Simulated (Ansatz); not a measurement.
# Bi (C2/m) in Ansatz: settings compared

The runs below take Bi through relaxation of cell and atoms, with HSE03, HSEsol.

All numbers are computed with Ansatz 0.2.0; they aren't measurements. Logs are shortened: lines on timing, memory, paths and dates and some standing lists are left out, and cuts for length are marked.

## (1) The crystal as given

The structure is monoclinic, space group C2/m (No. 12). The conventional cell has a = 6.977 Å, b = 6.265 Å, c = 3.359 Å, α = 90.00°, β = 112.04°, γ = 90.00°. Bi (site symmetry m) has 6 Bi at 3.21 to 3.45 Å as nearest neighbours.

This isn't the form of Bi at room conditions, which is rhombohedral.

## (2) Relaxation of cell and atoms, HSE03

File input:

```
crystal:
  lattice:
    - [3.488598, -3.132578, 0.0]
    - [3.488598, 3.132578, 0.0]
    - [-1.260235, 0.0, 3.11355]
  atoms:
    - { symbol: Bi, position: [0.753061, 0.753061, 0.857382] }
    - { symbol: Bi, position: [0.246939, 0.246939, 0.142618] }
hamiltonian:
  xc: { exchange: pbe, correlation: pbe, exx: { coeff: 0.25, omega: 0.3 } }
  pseudopotentials: { kind: paw }
kpoints:
  mp_grid: { grid: [3, 3, 5] }
scf:
  occupations: { method: fermi_dirac, width: 0.05 }
output:
  forces: true
  stress: true
  eigenvalues: true
relax:
  f_tol: 0.01
  max_steps: 40
  cell: { stress_tol: 0.05 }
```

Potentials or basis: Ansatz PAW.

What it wrote:

```text
GPUs: using 1 of 1 available (devices: 1).
Engine: ansatz 0.2.0, x86_64-unknown-linux-gnu
Pseudopotentials: kind: paw
Pseudopotential: Bi, paw, valence charge 15, recommended cutoff 420 eV (normal), Bi.paw.azcp
Functional definition: unnamed
  parameter a_1 = 0.25
  parameter omega_1 = 0.3/angstrom
  exchange = pbe_x + (-a_1)*pbe_x_sr(omega_1) + a_1*exact_x_sr(omega_1)
  correlation = pbe_c
device memory: the entry about to start is reckoned to put 0.6 GiB on a device that reports 34.3 GiB free (of which the cap on the GPU budget leaves the run 18.0 GiB)
GPU FFT provider: cuFFT
GPU libraries: cuBLAS 13.8.2, cuFFT 12.4.0, cuSOLVER 12.3.4
Crystal: 2 atoms, lattice volume = 68.052 Å³
Basis set: ecut = 420 eV, 1329 PW (Γ), exchange–correlation on 64×64×48 points (8 copies of the dense FFT grid, shifted against one another)
Bands: 19, of which v1, the nominal top of the filled ones, is band 15 counted from 1 (14 counted from 0)
Symmetry: 4 space group operations
Space group: C2/m (ITA 12), of the structure as read, at distance tolerance 4.1e-5 Å
k-points: 16 of 45
Non-local potential: Bi, projectors of the file, l = 0: 2, l = 1: 2, l = 2: 2, l = 3: 2
PAW form: soft (Blöchl's): semilocal exchange-correlation on the pseudo side does not see the compensation charge
PAW frozen core: Bi, regenerated for the run's functional, and the local potential with it (the file was generated under x = pbe(κ = 0.804, μ = 0.2195149727645171), c = pbe(β = 0.06672455060314922))
PAW one-centre angular grid: Bi, 590 points (default); XC on 64 Gauss nodes
Initial density: superposition of atomic densities (neutral atoms: chi_scale 0, normalization atom), corrected by the library's trained network
Initial wavefunctions: pseudopotential atomic-orbital guess
GPU buffer pool allocated for 24576 grid points (all kernels)
GPU transforms: local potential and band sums: pruned to the plane-wave sphere, on 32×32×24
Functional: x = pbe(κ = 0.804, μ = 0.2195149727645171), c = pbe(β = 0.06672455060314922), warm-up for x = pbe(κ = 0.804, μ = 0.2195149727645171) + 0.25 (exact − pbe) at short range (hse, ω = 0.3 Å⁻¹), c = pbe(β = 0.06672455060314922)
SCF iter   1: F=—  HF=-24792.935435 eV  |F-HF|=—  |Δ(HF+E_count)|=         —  Δρ=1.90e-3  dr2=4.58e-3  ethr=1.77e-3  ⟨swp⟩=13.6  Hψ=1353  notcnv=1
preconditioner: auto → none  [insulator: Δε(μ)=0.196 eV  Ē_g=20.354 eV  σ=0.050 eV  W_gap=0.71  n_scr=16 (ndim 8)  ℏωp=24.7 eV  f_vac=0.000  D(μ)=1.13/eV (n_scr^D=4)]
SCF iter   2: F=—  HF=-24792.935486 eV  |F-HF|=—  |Δ(HF+E_count)|=   5.01e-5  Δρ=8.10e-4  dr2=5.18e-4  ethr=1.53e-5  ⟨swp⟩=5.2  Hψ=971  notcnv=0  defer=10
SCF iter   3: F=—  HF=-24792.935456 eV  |F-HF|=—  |Δ(HF+E_count)|=   2.97e-5  Δρ=2.90e-4  dr2=5.97e-5  ethr=1.73e-6  ⟨swp⟩=3.7  Hψ=653  notcnv=0  defer=4
iter 4 solved again at ethr=9.84e-9 eV; its pass at ethr=1.99e-7 eV (dr2=2.95e-6 eV) is discarded
SCF iter   4: F=—  HF=-24792.935477 eV  |F-HF|=—  |Δ(HF+E_count)|=   2.11e-5  Δρ=9.07e-5  dr2=2.96e-6  ethr=9.84e-9  ⟨swp⟩=3.6  Hψ=1400  notcnv=0  defer=2
SCF iter   5: F=—  HF=-24792.935479 eV  |F-HF|=—  |Δ(HF+E_count)|=   1.97e-6  Δρ=1.69e-5  dr2=2.14e-7  ethr=9.84e-9  ⟨swp⟩=3.2  Hψ=640  notcnv=0  defer=2
SCF iter   6: F=—  HF=-24792.935479 eV  |F-HF|=—  |Δ(HF+E_count)|=   4.29e-8  Δρ=4.02e-6  dr2=9.30e-9  ethr=7.14e-10  ⟨swp⟩=3.2  Hψ=780  notcnv=0  defer=2
SCF iter   7: F=—  HF=-24792.935479 eV  |F-HF|=—  |Δ(HF+E_count)|=   2.98e-9  Δρ=9.63e-7  dr2=3.85e-10  ethr=3.10e-11  ⟨swp⟩=4.1  Hψ=660  notcnv=0  defer=2
SCF iter   8: F=—  HF=-24792.935479 eV  |F-HF|=—  |Δ(HF+E_count)|=  2.73e-10  Δρ=1.97e-7  dr2=2.69e-11  ethr=1.28e-12  ⟨swp⟩=3.6  Hψ=815  notcnv=0  defer=2
SCF iter   9: F=-24792.935479 eV  HF=-24792.935479 eV  |F-HF|=7.28e-12  |Δ(HF+E_count)|=  7.28e-12  Δρ=3.27e-8  dr2=4.34e-13  ethr=1.00e-12  ⟨swp⟩=2.8  Hψ=563  notcnv=0
SCF 1 converged in 9 iterations: F = -24792.935479 eV  dr2 = 4.34e-13
device memory: the entry about to start is reckoned to put 1.2 GiB on a device that reports 34.1 GiB free (of which the cap on the GPU budget leaves the run 18.0 GiB)
GPU FFT provider: cuFFT
GPU libraries: cuBLAS 13.8.2, cuFFT 12.4.0, cuSOLVER 12.3.4
Initial density: handed on by an earlier stage of this run
Initial wavefunctions: those handed on with the density
[... 277 lines left out ...]
preconditioner: auto → none  [insulator: Δε(μ)=0.372 eV  Ē_g=22.413 eV  σ=0.050 eV  W_gap=0.55  n_scr=16 (ndim 8)  ℏωp=24.9 eV  f_vac=0.000  D(μ)=0.53/eV (n_scr^D=0)]
SCF iter   2: F=—  HF=-24800.457153 eV  |F-HF|=—  |Δ(HF+E_count)|=   6.10e-5  Δρ=1.01e-4  dr2=2.62e-7  ethr=2.64e-9  ⟨swp⟩=2.1  Hψ=548  notcnv=0  defer=1
iter 3 solved again at ethr=6.85e-12 eV; its pass at ethr=6.10e-10 eV (dr2=2.06e-9 eV) is discarded
SCF iter   3: F=—  HF=-24800.457174 eV  |F-HF|=—  |Δ(HF+E_count)|=   2.02e-5  Δρ=5.29e-6  dr2=2.10e-8  ethr=6.85e-12  ⟨swp⟩=4.2  Hψ=1474  notcnv=0  defer=1
eigensolver tolerance schedule: the retry pair's looser diagonalisation over-reported the residual by 0.12 of it (diagonalisation noise at 0.12 of the residual, at the tolerance the schedule requests for it); recorded, not acted on — ethr = c·dr2/N_el stays at c = 1.0e-1
SCF iter   4: F=—  HF=-24800.457174 eV  |F-HF|=—  |Δ(HF+E_count)|=   4.56e-7  Δρ=3.92e-6  dr2=7.80e-9  ethr=6.14e-12  ⟨swp⟩=5.3  Hψ=1140  notcnv=0  defer=20
SCF iter   5: F=-24800.457174 eV  HF=-24800.457174 eV  |F-HF|=1.09e-11  |Δ(HF+E_count)|=   3.78e-9  Δρ=3.31e-7  dr2=9.91e-11  ethr=6.14e-12  ⟨swp⟩=5.3  Hψ=954  notcnv=0  defer=14
SCF 19 stopped early in 5 iterations: F = -24800.457174 eV  dr2 = 9.91e-11
  Residual-converged pass: ⟨swp⟩=3.8  Hψ=794  notcnv=0  max |occ|·‖R‖ = 2.4e-7 eV (tolerance 2.6e-7 eV)  dr2=9.86e-11  dr2_onsite=1.13e-11  max |Δocc| = 1.4e-14
hybrid outer 1: dexx = +6.290e-7 eV, tail = 3.62e-9 eV
GPU FFT provider: cuFFT
GPU libraries: cuBLAS 13.8.2, cuFFT 12.4.0, cuSOLVER 12.3.4
GPU buffer pool allocated for 24576 grid points (all kernels)
GPU transforms: local potential and band sums: pruned to the plane-wave sphere, on 32×32×24
Exchange kernel: α = 0.2500, screened, ω = 0.3000 Å⁻¹, Wigner–Seitz truncation, v(0) = 502.1481 eV·Å³, q-mesh 3×3×5, nearest image of the exchange supercell L = 13.96 Å, pair-density grid 20×20×15, without the augmentation charges, whose exchange is taken in its separable form by FFT convolution over the k-point mesh (sized by the pseudopotential files, 30×30×24 at the most), smooth part of the exact exchange by density-matrix convolution in up to 1.34 GiB of GPU memory as planned if the GPU has room (build and FFT work areas not counted)
Frozen-core exchange: fock
SCF iter   1: F=—  HF=-24800.457174 eV  |F-HF|=—  |Δ(HF+E_count)|=         —  Δρ=6.66e-7  dr2=1.22e-10  ethr=6.04e-11  ⟨swp⟩=12.1  Hψ=993  notcnv=1
SCF iter   2: F=—  HF=-24800.457174 eV  |F-HF|=—  |Δ(HF+E_count)|=  8.73e-11  Δρ=2.19e-7  dr2=2.26e-11  ethr=1.00e-12  ⟨swp⟩=4.0  Hψ=823  notcnv=0
SCF iter   3: F=-24800.457174 eV  HF=-24800.457174 eV  |F-HF|=3.64e-12  |Δ(HF+E_count)|=  1.09e-11  Δρ=8.29e-8  dr2=4.15e-12  ethr=1.00e-12  ⟨swp⟩=2.0  Hψ=545  notcnv=0
SCF 20 converged in 3 iterations: F = -24800.457174 eV  dr2 = 4.15e-12
  Residual-converged pass: ⟨swp⟩=5.0  Hψ=1088  notcnv=0  max |occ|·‖R‖ = 9.8e-9 eV (tolerance 1.0e-8 eV)  dr2=4.14e-12  dr2_onsite=8.96e-13  max |Δocc| = 8.8e-14
hybrid outer 2: dexx = +3.683e-11 eV, tail = 1.14e-11 eV, Δε = 1.85e-5 eV (about 1.05e-6 eV left of the loop's levels), ΔF = 2.02e-5 eV/Å (tail 2.79e-5)
relax step   6: F+E_penalty+E_count = -24800.45717432 eV  Δ(F+E_penalty+E_count) = +2.461e-4 eV  max|allowed force component| = 1.166e-3 eV/Å  Δτ_max = 0.0000 Å  P = +0.001 GPa  Ω = 66.849 Å³  stress off target by 3.46e-2 GPa  SCF on the basis re-selected at this cell (its energy is not comparable with the rows above)  (8 SCF iters)
basis re-selected at this cell: Δ(F+E_penalty+E_count) = +2.461e-4 eV, ΔP = -0.001 GPa vs the last step (what re-selecting the basis moved, of the pressure what is left beyond the Pulay correction that the steps carried, after the strain that the cell walked since its last selection, with what the two solves' SCF thresholds leave and, on support functions, any second-order correction that the steps lacked; it is no measure of the basis error at this ecutwfc). This SCF's stress stands 3.46e-2 GPa from its target on what of the cell is left free (relax.cell.stress_tol is 5.00e-2 GPa) and its largest allowed force component is 1.17e-3 eV/Å (relax.f_tol is 1.00e-2 eV/Å): within both
hybrid SCF converged: 2 outer / 8 inner (+0 warm-up), last move |dexx| = 3.68e-11 eV, tail = 1.14e-11 eV
Stability not checked: this state was not tested for a lower state beside it, because the functional holds exact exchange (a hybrid, or Hartree-Fock), whose exchange loop this test does not read (fock_operator; see scf.lower_state_search)
Free energy (F): -24800.457174 eV
Frozen-core exchange: fock
Harris-Foulkes:  -24800.457174 eV  (|F-HF|=3.64e-12)
Internal energy: -24800.452832 eV  (E = F + TS)
E sigma→0 (E₀):  -24800.455003 eV
Entropy (-TS):   -0.004342 eV (-2.171 meV/atom)
Fermi energy:    10.155550 eV
--- Per-component energies (eV) ---
  E_band       = -244.019347
  E_kinetic    = 601.893026
  E_local      = -2980.932650  (includes V_loc(G=0)·N_el)
  E_nonlocal   = 1122.200946
  E_hartree    = 961.412267
  E_xc         = -246.623008
  E_vxc        = -233.067592  (∫ρ·V_xc dr)
  E_exx        = -64.715793  (= α·E_x^exact, valence–valence)
  E_paw        = -21326.212244  (= ΣΔE_a)
  E_vpaw       = -547.505215  (= ΣTr[D̂ρ^β])
  E_aug_tail   = -0.000865  (compensation charges beyond the density's cutoff)
  E_ewald      = -2867.746033
  E_core_change = 0.271522  (= ΣΔE_core)
  E_smearing   = -0.004342  (= −TS)
  E_closure    = -0.000000  (closes the sum)
  Σ components = -24800.457174   (vs F -24800.457174, Δ=0.00e0)
--- Forces (eV/Å), atoms counted from 1 ---
  atom   1  Bi    -0.00116625     0.00000000    -0.00071518
  atom   2  Bi     0.00116625     0.00000000     0.00071518
  max |Σ_I F_I| component: 0.00e0 eV/Å
--- Stress (GPa, compression-positive) ---
       -0.000105       0.000000      -0.020792
        0.000000       0.023878       0.000000
       -0.020792       0.000000      -0.022083
  P = ⅓ Tr σ = 0.0006 GPa (0.006 kbar)
--- Band table (eV; the first three rows and the last of 16) ---
  k-point 0: bands = ["-14.5970", "-14.4881", "-14.4552", "-14.4184", "-14.3278", "-14.3151", "-14.3110", "-14.2860", "-14.2300", "-14.1225", "-4.0382", "1.0360", "7.1364", "7.2688", "13.1661", "14.1854", "14.6959", "14.6966", "15.0528"]
  k-point 1: bands = ["-14.5838", "-14.4429", "-14.4412", "-14.3793", "-14.3515", "-14.3270", "-14.3158", "-14.2887", "-14.2358", "-14.1328", "-3.4483", "1.0940", "7.3954", "8.1617", "10.1463", "11.8198", "13.5374", "13.6685", "15.1705"]
  k-point 2: bands = ["-14.5624", "-14.4238", "-14.4109", "-14.3852", "-14.3846", "-14.3555", "-14.2635", "-14.2464", "-14.2263", "-14.1536", "-2.0349", "1.1664", "6.2973", "8.0322", "8.0975", "11.2815", "12.3592", "12.5814", "16.6952"]
  k-point 15: bands = ["-14.4966", "-14.4706", "-14.4138", "-14.3967", "-14.3436", "-14.3322", "-14.2741", "-14.2688", "-14.2260", "-14.1872", "-0.7131", "-0.4883", "6.0240", "7.2968", "9.4487", "9.7420", "13.4009", "13.8117", "16.6044"]
--- Relaxed structure (5 steps of the walk, 5 accepted, 1 SCFs on fresh bases) ---
  F+E_penalty+E_count = -24800.45717432 eV   max|allowed force component| = 1.166e-3 eV/Å   (the final SCF, on the basis selected at the relaxed cell)
  cell:  # Å, volume = 66.8493 Å³
    - [3.4766610564798377, -3.0914063686933364, -0.11867037668535009]
    - [3.4766610564798377, 3.0914063686933364, -0.11867037668535009]
    - [-1.36183535559028, 9.514593749021463e-18, 3.156399920862674]
  atoms:
    - { symbol: Bi, position: [0.7644408431130637, 0.7644408431130637, 0.886555934503164] }
    - { symbol: Bi, position: [0.23555915688693627, 0.23555915688693627, 0.11344406549683606] }
```

Run time: 38 s. Hardware: 1 × NVIDIA H100 80GB HBM3 with 2 threads of AMD EPYC 7R13 (Zen 3), shared host; peak memory 1.8 GiB.

What came out:

```
Free energy                            : -24800.4572 eV
Relaxed volume                         : 33.42 Å³/atom
Relaxed cell                           : a = 4.654 Å, b = 4.654 Å, c = 3.438 Å, α = 108.62°, β = 108.62°, γ = 83.25°
Space group after relaxing (to 0.05 Å) : C2/m (No. 12)
Energy gained by relaxing              : 43.6 meV/atom
Ionic steps                            : 6
Pressure after relaxing                : 0.0 GPa
Band gap on the k mesh                 : none (metal or under the smearing width)
```

The path:
| step | energy change (eV) | largest force (eV/Å) | volume (Å³) |
| --- | --- | --- | --- |
| 1 | 0.0000 | 0.3676 | 68.05 |
| 2 | -0.0756 | 0.0866 | 64.75 |
| 3 | -0.0868 | 0.0579 | 66.92 |
| 4 | -0.0875 | 0.0114 | 66.88 |
| 5 | -0.0875 | 0.0013 | 66.85 |
| 6 | -0.0873 | 0.0014 | 66.85 |

Final structure:
```
Bi
1.0
     3.47666   -3.09141   -0.11867
     3.47666    3.09141   -0.11867
    -1.36184    0.00000    3.15640
Bi
2
Cartesian
  4.1081 0.0000 2.6169
  1.4834 0.0000 0.3022
```

Levels at points of the mesh, in eV from the Fermi level:
```tsv
k point	band 13	band 14	band 15	band 16	band 17	band 18
(0.00, 0.00, 0.00)	-3.02	-2.89	3.01	4.03	4.54	4.54
```

Caveat: the k mesh is coarse (spacing up to 0.47 Å⁻¹), so the values aren't converged, least of all with exact exchange; the plane-wave basis is chosen anew once the cell has moved, so the energies of steps on either side of that aren't comparable; spin-orbit coupling is left out, which moves the levels of the heavy elements; the PAW data sets come from PBE, with cores solved anew for the run's functional, which leaves a small shift of forces and pressure.

(Continued in part 2 of 2.)
